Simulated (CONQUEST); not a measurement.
SnO2 (Cassiterite):

```xyz
6
Lattice="3.1865 0.0000 0.0000 0.0000 4.7380 0.0000 0.0000 0.0000 4.7380" Properties=species:S:1:pos:R:3 pbc="T T T"
Sn    1.5851    2.4140    2.3626
Sn    3.1808    0.0291    0.0463
O     1.6109    0.9225    0.9124
O     0.0109    3.3129    1.4341
O     1.6247    3.8486    3.7522
O     3.1471    1.4522    3.2766
```

The cell isn't the ideal one: atoms moved at random, drawn with an rms of 0.05 Å.

Base run:

| Quantity | Value |
| --- | --- |
| Program | CONQUEST 1.3 |
| Functional | PBE |
| Potentials or basis | PseudoDojo NC PBE, DZP, multi-site functions of range 6.5 bohr, grid cutoff 150 Ha |
| k mesh | 8 × 6 × 6 |
| Occupations | fermi-dirac, width 0.05 eV |
| Spin | no spin polarisation |

Its results: band gap on the k mesh 0.93 eV, direct; pressure 18.4 GPa; largest force 1.935 eV/Å.

**Question.** The run is repeated on the same cell with these changes: potentials or basis from PseudoDojo NC PBE, DZP, multi-site functions of range 6.5 bohr, grid cutoff 150 Ha to PseudoDojo NC PBE, SZ, grid cutoff 150 Ha. What comes out?

**Answer.** Band gap on the k mesh 0.14 eV, direct; pressure 28.8 GPa; largest force 2.115 eV/Å.

Caveats: spin-orbit coupling is left out, which moves the levels of the heavy elements; the basis of atomic orbitals isn't converged, which shifts pressures, moduli and gaps; multi-site functions contract the basis, which raises the energy a little and makes forces and stress less exact (some runs); the atomic basis is small (some runs).

A k mesh can miss the band edges.
